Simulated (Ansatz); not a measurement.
## Co in Ansatz: convergence with k mesh

Input of the first run (k mesh 4 × 4 × 2); the others differ in this setting and in those tied to it:

input.yaml

```yaml
crystal:
  lattice:
    - [2.4873648738, 0.0, 0.0]
    - [-1.2436824369, 2.1541211692, 0.0]
    - [0.0, 0.0, 4.0632895034]
  atoms:
    - { symbol: Co, position: [0.331367, 0.649747, 0.737133], spin: 2.0 }
    - { symbol: Co, position: [0.670297, 0.320517, 0.263699], spin: 2.0 }
hamiltonian:
  xc: pbe
  pseudopotentials: { kind: paw }
magnetization:
  spin_polarized: true
kpoints:
  mp_grid: { grid: [4, 4, 2] }
scf:
  occupations: { method: gaussian, width: 0.1 }
output:
  forces: true
  stress: true
  eigenvalues: true
```

Potentials or basis: Ansatz PAW.

Run with:

```console
$ ansatz run input.yaml --threads 2 --pin off --max-ram 5632MiB --backend cpu --events-out ev --progress --plain --runs-dir out
```

The cell isn't the ideal one: atoms moved at random, drawn with an rms of 0.05 Å.

Hardware: 2 threads of Arm Neoverse V1, on a shared host.

Task: The values tried are 4 × 4 × 2, 5 × 5 × 3, 6 × 6 × 3, 7 × 7 × 4, 9 × 9 × 5, 11 × 11 × 6, 14 × 14 × 8, 17 × 17 × 9, 20 × 20 × 11, loosest first. From which on does the energy stay within 1 meV/atom of the tightest run that finished?

Result: From 17 × 17 × 9 on.

```tsv
k mesh	energy less the tightest run, at zero smearing (meV/atom)	pressure (GPa)	largest force (eV/Å)	absolute moment (μB)	SCF cycles	CPU time (s)	peak memory (GiB)
4 × 4 × 2	20.20	2.58	0.715	3.62	11	3.2	0.28
5 × 5 × 3	25.99	3.23	0.684	3.73	10	3.9	0.3
6 × 6 × 3	-31.98	1.10	0.843	3.62	11	5.9	0.32
7 × 7 × 4	20.03	1.38	0.750	3.58	11	8.6	0.36
9 × 9 × 5	2.87	-0.02	0.730	3.45	13	19	0.44
11 × 11 × 6	-0.23	0.34	0.767	3.50	11	30	0.55
14 × 14 × 8	4.07	1.22	0.728	3.58	11	62	0.83
17 × 17 × 9	0.17	1.48	0.722	3.61	10	100	1.2
20 × 20 × 11	0.00	1.06	0.735	3.57	11	180	1.8
```

Not settled before the last step: the pressure (to 0.1 GPa), the largest force (to 0.005 eV/Å), the absolute moment (to 0.02 μB). Meshes of other sizes hit other points, so gaps and Fermi surfaces needn't settle smoothly. The tightest run that finished is the yardstick and may itself not be fully converged.
